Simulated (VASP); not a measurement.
```xyz
2
Lattice="0.0000 2.9976 2.9976 2.9976 0.0000 2.9976 2.9976 2.9976 0.0000" Properties=species:S:1:pos:R:3 pbc="T T T"
Li     0.0000     2.9976     2.9976
I      2.9976     2.9976     2.9976
```

Level of theory: r2SCAN meta-GGA, VASP's PBE PAW potentials (set 64) (plane waves; VASP 6.6.1). Numerical set-up: 650 eV cut-off, 7×7×7 Γ-centred mesh, Gaussian smearing of 0.050 eV, potentials Li_sv I.

Question: Give the elastic stiffness tensor with the ions relaxed (GPa, in the frame of the cell).

Answer: 
```tsv
	xx	yy	zz	yz	xz	xy
xx	35.8	12.7	12.7	0.0	0.0	0.0
yy	12.7	35.8	12.7	0.0	0.0	0.0
zz	12.7	12.7	35.8	0.0	0.0	0.0
yz	0.0	0.0	0.0	15.6	0.0	0.0
xz	0.0	0.0	0.0	0.0	15.6	0.0
xy	0.0	0.0	0.0	0.0	0.0	15.6
```

Question: Estimate the Hill bulk modulus, Hill shear modulus, Young's modulus, Poisson's ratio.

Answer: 
```json
{
  "hill_bulk_modulus": "20.4 GPa",
  "hill_shear_modulus": "13.8 GPa",
  "Young's modulus": "338 kbar",
  "Poisson's ratio": "0.224"
}
```

The compound is LiI in the rock salt structure. It was relaxed first.
